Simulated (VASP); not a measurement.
Write the native input for VASP 6.6.1 that does the following.

```
Task                   : relaxation of cell and atoms
Functional             : PBE
Dispersion             : D3(BJ)
Potentials or basis    : VASP PAW PBE potentials, release 64 (Ga_d, As)
Cutoff                 : 600 eV
k mesh                 : 10 × 10 × 10
Occupations            : gaussian, width 0.1 eV
Spin                   : no spin polarisation
Further INCAR settings : ALGO = Normal; EDIFF = 1e-07; IBRION = 2; EDIFFG = -0.005; NSW = 90; ISIF = 3
```

The structure of GaAs lies in POSCAR:

```
GaAs
1.0
    0.0000000000      2.8750910500      2.8750910500
    2.8750910500      0.0000000000      2.8750910500
    2.8750910500      2.8750910500      0.0000000000
Ga As
1 1
Direct
    0.0000000000      0.0000000000      0.0000000000
    0.7500000000      0.7500000000      0.7500000000
```

The cell is a database's computed one.

These files were run (other wordings do the same):

INCAR

```
ALGO = Normal ; EDIFF = 1E-7
EDIFFG = -0.005 ; ENCUT = 600
GGA = PE ; IBRION = 2
ISIF = 3 ; ISMEAR = 0
IVDW = 12 ; LASPH = True
LCHARG = False ; LREAL = False
LWAVE = False ; NELM = 60
NSW = 90 ; PREC = Accurate
SIGMA = 0.1
```

KPOINTS

```
k-points
0
Gamma
  10 10 10
```

Potentials or basis: VASP PAW PBE potentials, release 64 (Ga_d, As).

Command:

```console
$ cat potpaw_PBE.64/Ga_d/POTCAR potpaw_PBE.64/As/POTCAR > POTCAR
$ mpirun -np 1 vasp_std > vasp.out
```

Results of the run:

* Relaxed volume: 22.91 Å³/atom
* Relaxed cell: a = 4.016 Å, b = 4.016 Å, c = 4.016 Å, α = 60.00°, β = 60.00°, γ = 60.00°
* Space group after relaxing (to 0.05 Å): F-43m (No. 216)
* Energy gained by relaxing: 6.3 meV/atom
* Ionic steps: 3
* Pressure after relaxing: 0.0 GPa
* Band gap on the k mesh: 0.42 eV, direct
* Dispersion energy per atom: -0.320 eV

Run time: 26 s on 1 thread of Intel(R) Xeon(R) 6975P-C (Granite Rapids) (shared host), peak memory 0.22 GiB.
